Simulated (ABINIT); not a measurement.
**PbO2: single point with PBE**

PbO2:

```
CELL_PARAMETERS angstrom
0.00000 2.70199 2.70199
2.70199 0.00000 2.70199
2.70199 2.70199 0.00000
ATOMIC_POSITIONS crystal
Pb 0.00000 0.00000 0.00000
O 0.75000 0.75000 0.75000
O 0.25000 0.25000 0.25000
```

The cell comes from a database or a generator and needn't be the stable form of this composition.

```json
{
  "Program": "ABINIT 10.8.3 (patched build)",
  "Task": "single point",
  "Functional": "PBE",
  "Potentials or basis": "JTH PAW PBE v2.0",
  "Cutoff": "626 eV",
  "k mesh": "9 × 9 × 9",
  "Occupations": "fermi-dirac, width 0.05 eV",
  "Spin": "no spin polarisation"
}
```

```json
{"Pressure": "0.5 GPa", "Band gap on the k mesh": "none (metal or under the smearing width)", "Valence electrons inside the program's atomic spheres": "Pb 11.21; O 4.49"}
```

Levels at points of the mesh, in eV from the Fermi level:
| k point | band 10 | band 11 | band 12 | band 13 | band 14 | band 15 | band 16 | band 17 |
| --- | --- | --- | --- | --- | --- | --- | --- | --- |
| (0.00, 0.00, 0.00) | -1.94 | -1.94 | -1.20 | -1.20 | -1.20 | 6.98 | 6.98 | 6.98 |

Wall time 56 s on 1 thread of Arm Neoverse V1, with other jobs on the host, peak memory 0.13 GiB.

Spin-orbit coupling is left out, which matters for the levels of Pb.
